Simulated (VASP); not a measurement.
## A VASP 6.6.1 single-point calculation on InSb

INCAR

```
LWAVE = .FALSE.
ENCUT = 520
PREC = Accurate
NELM = 120
LCHARG = .FALSE.
LREAL = .FALSE.
NBANDS = 16
GGA = PE
LASPH = .TRUE.
NSW = 0
ISIF = 2
EDIFF = 0.0001
ISMEAR = -1
IBRION = -1
SIGMA = 0.02
```

KPOINTS

```
KPOINTS created by Atomic Simulation Environment
0
Monkhorst-Pack
6 6 6
0 0 0
```

POSCAR

```
In Sb
 1.0000000000000000
     0.0000000000000000    3.2795130174999998    3.4106935381999999
     3.2795130174999998    0.0000000000000000    3.4106935381999999
     3.2795130174999998    3.2795130174999998    0.0000000000000000
 In  Sb
   1   1
Cartesian
  0.0000000000000000  0.0000000000000000  0.0000000000000000
  1.6397565087499997  1.6397565087499997  1.7053467690999995
```

The recommended PBE PAW datasets give the neutral cell 18 valence electrons.

Command

```
mpirun -np 1 vasp_std
```

Task: Predict the outcome of this run.

Result: It converged. Results: gap between bands v and c on the k mesh 0.45 eV; least direct gap on the k mesh 0.54 eV; pressure -0.1 GPa. Band v is the last that the valence electrons fill when counted band by band, and c is the next.

OSZICAR

```
N       E                     dE             d eps       ncg     rms          rms(c)
DAV:   1     0.112291133370E+03    0.11229E+03   -0.78393E+03  2016   0.109E+03
DAV:   2     0.194018129697E+00   -0.11210E+03   -0.10849E+03  2264   0.275E+02
DAV:   3    -0.683174081094E+01   -0.70258E+01   -0.70030E+01  2568   0.718E+01
DAV:   4    -0.703301243182E+01   -0.20127E+00   -0.20123E+00  2656   0.140E+01
DAV:   5    -0.704271053906E+01   -0.96981E-02   -0.96980E-02  2960   0.249E+00    0.367E+00
DAV:   6    -0.695420430840E+01    0.88506E-01   -0.15085E-01  2976   0.554E+00    0.213E+00
DAV:   7    -0.694443321487E+01    0.97711E-02   -0.59772E-02  2656   0.215E+00    0.584E-01
DAV:   8    -0.694561212292E+01   -0.11789E-02   -0.69321E-03  2632   0.910E-01    0.206E-01
DAV:   9    -0.694625397225E+01   -0.64185E-03   -0.86820E-04  2416   0.251E-01    0.684E-02
DAV:  10    -0.694631342357E+01   -0.59451E-04   -0.42734E-05  2344   0.467E-02
   1 F= -.69463134E+01 E0= -.69463134E+01  d E =-.108273E-06
```

Standard output (part)

```
POSCAR found type information on POSCAR InSb
 POSCAR found :  2 types and       2 ions
 LDA part: xc-table for (Slater+PW92), standard interpolation
 POSCAR, INCAR and KPOINTS ok, starting setup
 WAVECAR not read
 entering main loop
```

These settings aren't sound, so the numbers aren't properties of the crystal. The shifted mesh misses Γ, so a band edge there is missed.

On sound settings PBE gives a gap of 0.00 eV on its mesh and a pressure of -0.2 GPa for the intended cell.
